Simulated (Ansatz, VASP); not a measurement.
One calculation of B, two programs

```xyz
1
Lattice="1.8897 0.0000 0.0000 0.0000 1.8897 0.0000 0.0000 0.0000 1.8897" Properties=species:S:1:pos:R:3 pbc="T T T"
B     0.0000    0.0000    0.0000
```

Alike in both runs: functional PBE; k mesh 8 × 8 × 8; occupations gaussian, width 0.1 eV; no spin polarisation.

Ansatz relaxed the structure, and its values are those at the end. VASP's run is a single point on that final structure, the one shown.

|  | VASP | Ansatz |
| --- | --- | --- |
| version | VASP 6.6.1 | Ansatz 0.2.0 |
| potentials or method | VASP PAW PBE potentials, release 64 (B) | scalar-relativistic, plane waves, PAW |
| plane-wave cutoff (eV) | 520 | 420 |
| valence electrons in the cell | 3 | 3 |

```csv
,VASP,Ansatz,Ansatz less VASP
gap on the k mesh at the Fermi level (eV),none,none,-
pressure (GPa),-0.2,-0.2,-0.07
```

A gap of «none» marks a metal or a gap that the smearing closes. The functional is the same, so the differences come from potentials, cutoffs and numerics.

Caveats: the k mesh is coarse (spacing up to 0.42 Å⁻¹), so the values aren't converged.
